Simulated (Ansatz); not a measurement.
GeO2:
```xyz
9
Lattice="5.0912 0.0000 0.0000 -2.5456 4.4091 0.0000 0.0000 0.0000 5.7687" Properties=species:S:1:pos:R:3 pbc="T T T"
Ge     2.3193     0.0000     3.8458
Ge    -1.1596     2.0086     1.9229
Ge     1.3859     2.4005     0.0000
O      1.2633     1.3153     4.3731
O      0.5075     1.7517     1.3956
O      3.3204     0.4363     2.4502
O      0.7748     3.9727     5.2414
O      3.0531     2.6574     0.5273
O     -1.2823     3.0937     3.3185
```

Tensor components refer to the Cartesian frame of this cell.

Question: Give the high-frequency dielectric tensor and the Born effective charge tensors of the independent atoms from DFPT, the program Ansatz at the PBE level (PAW).

Answer: 
ε∞:
```
3.11  0.00  0.00
0.00  3.11  0.00
0.00  0.00  3.23
```
Z* of atom 1 (Ge), rows: field, columns: displacement, in e:
```
 3.04   0.00   0.00
 0.00   3.74  -0.79
 0.00   0.60   3.61
```
Z* of atom 4 (O), rows: field, columns: displacement, in e:
```
-1.30   0.57   0.37
 0.48  -2.09  -0.78
 0.23  -0.83  -1.81
```

Static charges for comparison (Bader): Ge1 +2.42, O4 -1.21 e. Born charges measure polarisation by displacement and can exceed these by far.

Space group P3_221. Symmetry was held in the PBE relaxation. Spin–orbit coupling is left out wherever it is not named.

Potentials: the later of the program's two PAW sets.
